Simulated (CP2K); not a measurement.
HfO2 in CP2K: the effect of dispersion

Crystal: HfO2.

```
Hf O
1.0
     3.61685    0.00000    0.00000
     0.00000    3.61685    0.00000
     0.00000    0.00000    5.11500
Hf O
2 4
Direct
  0.55279 0.49378 0.49787
  0.94721 0.00622 0.00213
  0.07119 0.47513 0.74318
  0.42881 0.02487 0.25682
  0.04951 0.50865 0.25948
  0.45049 0.99135 0.74052
```

Alike in all runs:

```yaml
Program: CP2K 2026.2
Task: single point
Functional: PBE
Potentials_or_basis: POTENTIAL_UZH Hf GTH-PBE-q12, O GTH-PBE-q6; DZVP-MOLOPT-PBE-GTH basis
Density_cutoff: 8163 eV
k_mesh: 7 × 7 × 5
Occupations: fermi-dirac, width 0.05 eV
Spin: no spin polarisation
```

**Question.** One run gave: pressure -5.0 GPa; largest force 4.34 eV/Å. Which dispersion did it use?
A. D3(BJ)+ATM
B. rVV10
C. D3
D. none
E. D4

**Answer.** D.

```tsv
dispersion	pressure (GPa)	largest force (eV/Å)
none	-5.0	4.34
D3	-8.2	4.35
D3(BJ)	-8.5	4.34
D4	-8.1	4.36
rVV10	-6.7	4.33
D3(BJ)+ATM	-8.2	4.34
```

Caveats: the basis of atomic orbitals isn't converged, which shifts pressures, moduli and gaps; forces of over 1 eV/Å show positions far from the minimum, so gaps and moduli don't describe the material at rest.
